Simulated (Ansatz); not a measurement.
# B: the cost of one run

Method: DFT PBE, scalar-relativistic, plane waves, PAW, in Ansatz 0.2.0.

### Step 1. Starting point

Symmetry: Cmcm, No. 63, orthorhombic system. Conventional cell: a = 4.958 Å, b = 3.978 Å, c = 3.315 Å, α = 90.00°, β = 90.00°, γ = 90.00°. Around B (site symmetry m) lie 1 B at 1.64 Å.

Coordinates:

```cif
data_structure
_symmetry_space_group_name_H-M 'P 1'
_symmetry_Int_Tables_number 1
_cell_length_a 3.1784
_cell_length_b 3.1784
_cell_length_c 3.3151
_cell_angle_alpha 90.000
_cell_angle_beta 90.000
_cell_angle_gamma 77.486
_cell_volume 32.70
loop_
_atom_site_label
_atom_site_type_symbol
_atom_site_fract_x
_atom_site_fract_y
_atom_site_fract_z
_atom_site_occupancy
B1 B 0.16819 0.50146 0.25000 1
B2 B 0.83181 0.49854 0.75000 1
B3 B 0.49854 0.83181 0.25000 1
B4 B 0.50146 0.16819 0.75000 1
```

A structure generator made this guess: random cell by space group and Wyckoff sites (Cmcm, No. 63). Lengths come from tabulated atomic sizes and are only a guess.

### Step 2. A first look at the guess

File input.yaml:

```yaml
crystal:
  lattice:
    - [2.47905342, -1.98913992, 0.0]
    - [2.47905342, 1.98913992, 0.0]
    - [0.0, 0.0, 3.31514341]
  atoms:
    - { symbol: B, position: [0.16819014, 0.50146129, 0.25] }
    - { symbol: B, position: [0.83180986, 0.49853871, 0.75] }
    - { symbol: B, position: [0.49853871, 0.83180986, 0.25] }
    - { symbol: B, position: [0.50146129, 0.16819014, 0.75] }
basis:
  ecutwfc: 420
kpoints:
  mp_grid: { grid: [6, 6, 6] }
hamiltonian:
  xc: pbe
scf:
  occupations: { method: gaussian, width: 0.1 }
  lower_state_search: "off"
output:
  forces: true
  stress: true
  eigenvalues: true
```

On the command line:

```sh
$ ansatz run input.yaml --threads 1 --pin off --max-ram 2560MiB --backend cpu --events-out ev --progress --plain --runs-dir out
```

**Question.** How long does this run take on 1 thread of Intel Xeon at 2.50GHz (Skylake/Cascade Lake), shared host, and how much memory does it need?

About 2.4 s, with a peak of 0.31 GiB.
